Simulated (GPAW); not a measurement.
# Nb (Im-3m) in GPAW: further runs

Runs on Nb. Level: PBE. Tasks: band structure.

Everything below comes from runs of GPAW 26.7.0. Logs are shortened: lines on timing, memory, paths and dates and some standing lists are left out, and cuts for length are marked. The log counts tension as positive stress, the text compression.

## 1. The crystal as given

It takes space group Im-3m (No. 229, cubic). The conventional cell has a = 3.328 Å, b = 3.328 Å, c = 3.328 Å, α = 90.00°, β = 90.00°, γ = 90.00°. Around Nb (site symmetry m-3m) lie 8 Nb at 2.88 Å.

## 2. Band structure, PBE

Contents of run.py:

```python
from ase import Atoms
from ase.dft.bandgap import bandgap
from ase.io import write
from ase.units import Bohr, GPa
from gpaw import GPAW, PW
from gpaw.elf import elf_from_dft_calculation

atoms = Atoms(['Nb'],
              cell=[[-1.66395, 1.66395, 1.66395],
                    [1.66395, -1.66395, 1.66395],
                    [1.66395, 1.66395, -1.66395]],
              scaled_positions=[[0.0, 0.0, 0.0]],
              pbc=True)

calc = GPAW(mode=PW(600),
            xc='PBE',
            kpts={'size': (11, 11, 11), 'gamma': True},
            occupations={'name': 'fermi-dirac', 'width': 0.05},
            nbands=15,
            convergence={'density': 1e-05, 'energy': 1e-05},
            maxiter=150,
            txt='gpaw.txt')
atoms.calc = calc
energy = atoms.get_potential_energy()
forces = atoms.get_forces()
stress = atoms.get_stress()
calc.write('gs.gpw')
write('result.traj', atoms)
print(f'Energy: {energy:.6f} eV')
print('Forces (eV/A):')
print(forces.round(4))
print('Stress (GPa):', (stress / GPa).round(3))
print('Fermi level:', round(calc.get_fermi_level(), 4), 'eV')
print(f'Gap: {bandgap(calc)[0]:.4f} eV, direct: {bandgap(calc, direct=True)[0]:.4f} eV')

# fields on the real-space grid
write('density.cube', atoms, data=calc.get_pseudo_density() * Bohr**3)
write('potential.cube', atoms, data=calc.get_electrostatic_potential())
write('elf.cube', atoms, data=elf_from_dft_calculation(calc).data)

path = atoms.cell.bandpath('GHNGPH,PN', npoints=80, eps=1e-4)
bs_calc = calc.fixed_density(kpts=path, symmetry='off', nbands=23,
                             convergence={'bands': 'CBM+6.0', 'eigenstates': 1e-6}, txt='bands.txt')
bs = bs_calc.band_structure()
bs.write('bs.json')
print(f'Gap on the path: {bandgap(bs_calc)[0]:.4f} eV')
```

Potentials or basis: GPAW PAW data sets (gpaw-data 1.2.1), pw.

Launch:

```bash
OMP_NUM_THREADS=1 python run.py
```

gpaw.txt:

```text
__  _  _
 | _ |_)|_||  |
 |__||  | ||/\| - 26.7.0

Input parameters:
  mode=PW(ecut=600.0),
  convergence={'density': 1e-05, 'energy': 1e-05},
  kpts=MonkhorstPack(size=(11, 11, 11), gamma=True),
  maxiter=150,
  nbands=15,
  occupations=Occupations(name='fermi-dirac', width=0.05),
  xc=XC(name='PBE')

Diagonalizing LCAO Hamiltonian
Converting LCAO to pw mode

       Nb

Atoms  # Å, Bohr magnetons
|   | symbol |        x |        y |        z |    initial magnetic moments |
|---|--------|----------|----------|----------|-----------------------------|
| 0 |     Nb | 0.000000 | 0.000000 | 0.000000 | ( 0.0000,  0.0000,  0.0000) |

Unit cell  # Å
| periodic |         x |         y |         z |  lengths |     angles |
|----------|-----------|-----------|-----------|----------|------------|
|      yes | -1.663950 |  1.663950 |  1.663950 | 2.882046 | 109.471221 |
|      yes |  1.663950 | -1.663950 |  1.663950 | 2.882046 | 109.471221 |
|      yes |  1.663950 |  1.663950 | -1.663950 | 2.882046 | 109.471221 |

Number of symmetries: 48
Symmetry operations  # r_c * U_cc + t_c -> r_c
|    | kind |            matrix            |
|----|------|------------------------------|
|  0 |  σ   |  1, 1, 1,  0, 0,-1,  0,-1, 0 |
|  1 |  C4  |  1, 1, 1,  0, 0,-1, -1, 0, 0 |
|  2 |  C2  |  1, 1, 1,  0,-1, 0,  0, 0,-1 |
|  3 |  S6  |  1, 1, 1,  0,-1, 0, -1, 0, 0 |
|  4 |  S6  |  1, 1, 1, -1, 0, 0,  0, 0,-1 |
|  5 |  C4  |  1, 1, 1, -1, 0, 0,  0,-1, 0 |
|  6 |  E   |  1, 0, 0,  0, 1, 0,  0, 0, 1 |
|  7 |  σ   |  1, 0, 0,  0, 1, 0, -1,-1,-1 |
|  8 |  σ   |  1, 0, 0,  0, 0, 1,  0, 1, 0 |
|  9 |  C3  |  1, 0, 0,  0, 0, 1, -1,-1,-1 |
| 10 |  C3  |  1, 0, 0, -1,-1,-1,  0, 1, 0 |
| 11 |  σ   |  1, 0, 0, -1,-1,-1,  0, 0, 1 |
| 12 |  σ   |  0, 1, 0,  1, 0, 0,  0, 0, 1 |
| 13 |  C2  |  0, 1, 0,  1, 0, 0, -1,-1,-1 |
| 14 |  C3  |  0, 1, 0,  0, 0, 1,  1, 0, 0 |
| 15 |  S4  |  0, 1, 0,  0, 0, 1, -1,-1,-1 |
| 16 |  S4  |  0, 1, 0, -1,-1,-1,  1, 0, 0 |
| 17 |  C3  |  0, 1, 0, -1,-1,-1,  0, 0, 1 |
| 18 |  C3  |  0, 0, 1,  1, 0, 0,  0, 1, 0 |
| 19 |  S4  |  0, 0, 1,  1, 0, 0, -1,-1,-1 |
| 20 |  σ   |  0, 0, 1,  0, 1, 0,  1, 0, 0 |
| 21 |  C3  |  0, 0, 1,  0, 1, 0, -1,-1,-1 |
| 22 |  C2  |  0, 0, 1, -1,-1,-1,  1, 0, 0 |
| 23 |  S4  |  0, 0, 1, -1,-1,-1,  0, 1, 0 |
| 24 |  C4  |  0, 0,-1,  1, 1, 1,  0,-1, 0 |
| 25 |  σ   |  0, 0,-1,  1, 1, 1, -1, 0, 0 |
| 26 |  S6  |  0, 0,-1,  0,-1, 0,  1, 1, 1 |
| 27 |  C2  |  0, 0,-1,  0,-1, 0, -1, 0, 0 |
| 28 |  C4  |  0, 0,-1, -1, 0, 0,  1, 1, 1 |
| 29 |  S6  |  0, 0,-1, -1, 0, 0,  0,-1, 0 |
| 30 |  S6  |  0,-1, 0,  1, 1, 1,  0, 0,-1 |
| 31 |  C4  |  0,-1, 0,  1, 1, 1, -1, 0, 0 |
| 32 |  C4  |  0,-1, 0,  0, 0,-1,  1, 1, 1 |
| 33 |  S6  |  0,-1, 0,  0, 0,-1, -1, 0, 0 |
| 34 |  σ   |  0,-1, 0, -1, 0, 0,  1, 1, 1 |
| 35 |  C2  |  0,-1, 0, -1, 0, 0,  0, 0,-1 |
| 36 |  C2  | -1, 0, 0,  1, 1, 1,  0, 0,-1 |
| 37 |  S6  | -1, 0, 0,  1, 1, 1,  0,-1, 0 |
| 38 |  S6  | -1, 0, 0,  0, 0,-1,  1, 1, 1 |
| 39 |  C2  | -1, 0, 0,  0, 0,-1,  0,-1, 0 |
| 40 |  C2  | -1, 0, 0,  0,-1, 0,  1, 1, 1 |
| 41 |  i   | -1, 0, 0,  0,-1, 0,  0, 0,-1 |
| 42 |  S4  | -1,-1,-1,  1, 0, 0,  0, 1, 0 |
| 43 |  C3  | -1,-1,-1,  1, 0, 0,  0, 0, 1 |
| 44 |  C3  | -1,-1,-1,  0, 1, 0,  1, 0, 0 |
| 45 |  σ   | -1,-1,-1,  0, 1, 0,  0, 0, 1 |
| 46 |  S4  | -1,-1,-1,  0, 0, 1,  1, 0, 0 |
| 47 |  C2  | -1,-1,-1,  0, 0, 1,  0, 1, 0 |

BZ-sampling:
  Number of BZ points: 1331
  Number of IBZ points: 56

  Monkhorst-Pack size: [11, 11, 11]
  Monkhorst-Pack shift: [0, 0, 0]

K-points  # in reciprocal-cell coordinates
|     |                                coordinates |     weight |
|-----|--------------------------------------------|------------|
|   0 | (  0.00000000,   0.00000000,   0.00000000) | 0.00075131 |
|   1 | (  0.09090909,   0.00000000,   0.00000000) | 0.00901578 |
|   2 | (  0.09090909,   0.09090909,  -0.09090909) | 0.00450789 |
|   3 | (  0.18181818,   0.00000000,  -0.09090909) | 0.01803156 |
|   4 | (  0.18181818,   0.00000000,   0.00000000) | 0.00901578 |
|   5 | (  0.18181818,   0.09090909,  -0.09090909) | 0.01803156 |
|   6 | (  0.18181818,   0.18181818,  -0.18181818) | 0.00450789 |
|   7 | (  0.27272727,  -0.09090909,  -0.09090909) | 0.00601052 |
|   8 | (  0.27272727,   0.00000000,  -0.09090909) | 0.03606311 |
|   9 | (  0.27272727,   0.00000000,   0.00000000) | 0.00901578 |
| ... |                                            |            |
|  55 | (  0.45454545,   0.45454545,   0.45454545) | 0.00601052 |

Plane wave coefficients: 629
Cutoff: 600.0 eV

Spin-components: 1 (collinear spins)
Bands:           15
Projectors:      6
Spin-degeneracy: 2
Datatype:        complex128

Parallelization:
  kpt:    1
  domain: 1
  band:   1

Density:
  Valence electrons: 13.0
  Components: 1
  Grid points: [18 18 18]
  Charge: 0.0  # |e|

Potential:
  Grid points: [18 18 18]

species:
  Nb:
    name:    Niobium
    Z:       41.0
    valence: 13
    core:    28
    charge:  0.0  # [|e|]
    compensation charges:
      type: gauss
      rc: 0.40  # [Å]
      lmax: 2
    cutoffs:
      filter: 2.35  # [Å]
      core: 1.51  # [Å]
    projectors
    | kind |    occ | energy [eV] | rcut [Å] |
    |------|--------|-------------|----------|
    |   4s |  2.000 |     -58.361 |    1.323 |
    |   5s |  1.000 |      -3.980 |    1.323 |
    |   4p |  6.000 |     -34.526 |    1.323 |
    |   5p |  0.000 |      -1.111 |    1.323 |
    |   4d |  4.000 |      -3.041 |    1.244 |
    |    d |        |      24.171 |    1.244 |

    Using partial waves for Nb as LCAO basis

Reference energy: -103906.147789  # eV

eigensolver:
  PPCG
  Converge bands: occupied
  niter=2

density mixing:
  MSR1-Mixer
  Pratt-step length: 0.05
  Maximum mixing coefficient: 0.75
  Old densities: 10
  SVD Regularization: 0.005
  Good broyden scale: 1.0
  Trust region scale: 1.0
  Backstep threshold: 4.0
  History deletion threshold: 6.0
  Fourier metric: weight=20.0, sigma=0.015

occupation numbers:
  Fermi-Dirac:
    width: 0.0500  # eV

poisson solver:
  ecut: 4800.0  # eV

xc functional:
  name: PBE with 2 nearest neighbor stencil

convergence criteria:
- Maximum integral of absolute [dens]ity change: 1e-05 electrons / valence electron
- Maximum [total energy] change in last 3 cyles: 1e-05 eV / valence electron
- Maximum integral of absolute [eigenst]ate change: 4e-08 eV^2 / valence electron
maximum number of iterations: 150

SCF iterations
|iter     | |      energy | eigst |  dens |
|---------|-|-------------|-------|-------|
|iter:   1| |  -10.979929 | -0.01 |       |
|iter:   2| |  -10.870943 | -2.64 | -1.01 |
|iter:   3| |  -10.343725 | -1.52 | -1.05 |
|iter:   4| |  -10.343588 | -3.09 | -1.80 |
|iter:   5| |  -10.344337 | -4.16 | -2.14 |
|iter:   6| |  -10.344339 | -6.03 | -3.45 |
|iter:   7| |  -10.344342c| -7.03 | -3.89 |
|iter:   8| |  -10.344342c| -8.44c| -5.13c|

Converged in 8 steps
Energy contributions relative to reference atoms: (reference = -103906.147789)

Energy contributions:
  Kinetic:          -2.285200
  Coulomb:          -2.590726
  Zero:             -0.033561
  External:          0.000000
  Xc:               -5.427566
  Entropy:          -0.014578
  Spinorbit:         0.000000
  ----------------------------
  Free energy:     -10.351631
  Extrapolated:    -10.344342

dipole moment: (-6.090256, -6.090256, -6.090256)  # |e|*Ang

Fermi level: 10.984
Eigenvalues  # (at kpt = [0.000, 0.000, 0.000])
| band index |      eig [eV] | occ [0-2] |
|------------|---------------|-----------|
|          0 |       -43.389 |     2.000 |
|          1 |       -18.785 |     2.000 |
|          2 |       -18.785 |     2.000 |
|          3 |       -18.785 |     2.000 |
|          4 |         5.163 |     2.000 |
|          5 |        11.390 |     0.001 |
|          6 |        11.390 |     0.001 |
|          7 |        11.390 |     0.001 |
|          8 |        14.208 |     0.000 |
|          9 |        14.208 |     0.000 |
|         10 |        25.376 |     0.000 |
|         11 |        25.376 |     0.000 |
|         12 |        25.376 |     0.000 |
|        ... |               |           |
|         14 |        35.599 |     0.000 |

No gap
No difference between direct/indirect transitions

Forces  # eV/Ang
|        x |       y |       z |
|----------|---------|---------|
| -0.00000 | 0.00000 | 0.00000 |  # Nb   0

Stress tensor  # eV/Ang^3
|         x |         y |         z |
|-----------|-----------|-----------|
|  0.017038 | -0.000000 |  0.000000 |
| -0.000000 |  0.017038 | -0.000000 |
|  0.000000 | -0.000000 |  0.017038 |

# Writing to gs.gpw (mode='')
```

It took 20 s on 1 thread of Intel Xeon Platinum 8488C (Sapphire Rapids), shared host; peak memory 0.18 GiB.

What came out:

```
Free energy             : -10.3516 eV
Pressure                : -2.7 GPa
Band gap along the path : none (metal or under the smearing width)
```

Levels at the corners of the path, in eV from the Fermi level:
| point | band 2 | band 3 | band 4 | band 5 | band 6 | band 7 | band 8 | band 9 | band 10 |
| --- | --- | --- | --- | --- | --- | --- | --- | --- | --- |
| Γ | -29.77 | -29.77 | -29.77 | -5.82 | 0.41 | 0.41 | 0.41 | 3.22 | 3.22 |
| H | -30.63 | -30.63 | -30.63 | -3.54 | -3.54 | 5.47 | 5.47 | 5.47 | 8.93 |
| N | -31.02 | -30.16 | -29.78 | -3.57 | -1.55 | 2.19 | 3.25 | 3.90 | 6.22 |
| Γ | -29.77 | -29.77 | -29.77 | -5.82 | 0.41 | 0.41 | 0.41 | 3.22 | 3.22 |
| P | -30.40 | -30.40 | -30.40 | -1.05 | -1.05 | -1.05 | 4.03 | 4.03 | 9.27 |
| H | -30.63 | -30.63 | -30.63 | -3.54 | -3.54 | 5.47 | 5.47 | 5.47 | 8.93 |
| P | -30.40 | -30.40 | -30.40 | -1.05 | -1.05 | -1.05 | 4.03 | 4.03 | 9.27 |
| N | -31.02 | -30.16 | -29.78 | -3.57 | -1.55 | 2.19 | 3.25 | 3.90 | 6.22 |

## 3. Band structure, PBE, spin-orbit coupling, no magnetisation

Contents of run.py:

```python
import numpy as np
from ase.dft.bandgap import bandgap
from ase.io import read, write
from ase.units import GPa
from gpaw import GPAW, PW
from gpaw.spinorbit import soc_eigenstates

atoms = read('POSCAR')

calc = GPAW(mode=PW(600),
            xc='PBE',
            kpts={'size': (8, 8, 8), 'gamma': True},
            occupations={'name': 'fermi-dirac', 'width': 0.05},
            nbands=15,
            convergence={'density': 1e-05, 'energy': 1e-05},
            maxiter=150,
            txt='gpaw.txt')
atoms.calc = calc
energy = atoms.get_potential_energy()
forces = atoms.get_forces()
stress = atoms.get_stress()
calc.write('gs.gpw')
write('result.traj', atoms)
print(f'Energy: {energy:.6f} eV')
print('Forces (eV/A):')
print(forces.round(4))
print('Stress (GPa):', (stress / GPa).round(3))
print('Fermi level:', round(calc.get_fermi_level(), 4), 'eV')
print(f'Gap: {bandgap(calc)[0]:.4f} eV, direct: {bandgap(calc, direct=True)[0]:.4f} eV')

path = atoms.cell.bandpath('GHNGPH,PN', npoints=80, eps=1e-4)
bs_calc = calc.fixed_density(kpts=path, symmetry='off', nbands=23,
                             convergence={'bands': 'CBM+6.0', 'eigenstates': 1e-6}, txt='bands.txt')
bs = bs_calc.band_structure()
bs.write('bs.json')
print(f'Gap on the path: {bandgap(bs_calc)[0]:.4f} eV')

soc = soc_eigenstates(bs_calc, theta=0, phi=0)
np.savetxt('soc_bands.dat', soc.eigenvalues(), fmt='%.4f')
mesh = soc_eigenstates('gs.gpw', theta=0, phi=0)
np.savetxt('soc_mesh.dat', mesh.eigenvalues(), fmt='%.4f')
print('Fermi level with spin-orbit coupling:', round(mesh.fermi_level, 4), 'eV')
```

Contents of POSCAR:

```
Nb
1.0
   -1.6639500000      1.6639500000      1.6639500000
    1.6639500000     -1.6639500000      1.6639500000
    1.6639500000      1.6639500000     -1.6639500000
Nb
1
Direct
    0.0000000000      0.0000000000      0.0000000000
```

Potentials or basis: GPAW PAW data sets (gpaw-data 1.2.1), pw.

Launch:

```bash
OMP_NUM_THREADS=1 python run.py
```

It took 16 s on 1 thread of Intel Xeon Platinum 8488C (Sapphire Rapids), shared host; peak memory 0.19 GiB.

Results (log left out):

```yaml
Free_energy: -10.3840 eV
Pressure: -3.1 GPa
Band_gap_along_the_path: none (metal or under the smearing width)
```

Levels at the corners of the path, in eV from the Fermi level:
```tsv
point	band 8	band 9	band 10	band 11	band 12	band 13	band 14	band 15	band 16	band 17
Γ	-28.93	-5.73	-5.73	0.45	0.45	0.45	0.45	0.56	0.56	3.31
H	-29.84	-3.46	-3.46	-3.46	-3.46	5.49	5.49	5.49	5.49	5.66
N	-29.11	-3.49	-3.49	-1.47	-1.47	2.28	2.28	3.32	3.32	3.98
Γ	-28.93	-5.73	-5.73	0.45	0.45	0.45	0.45	0.56	0.56	3.31
P	-29.61	-1.07	-1.07	-0.91	-0.91	-0.91	-0.91	4.11	4.11	4.11
H	-29.84	-3.46	-3.46	-3.46	-3.46	5.49	5.49	5.49	5.49	5.66
P	-29.61	-1.07	-1.07	-0.91	-0.91	-0.91	-0.91	4.11	4.11	4.11
N	-29.11	-3.49	-3.49	-1.47	-1.47	2.28	2.28	3.32	3.32	3.98
```

Caveat: spin-orbit coupling was added after a scalar SCF, so levels and gaps hold it while energy, forces, pressure and moments don't; this program's spin-orbit splittings come out too wide for heavy elements.
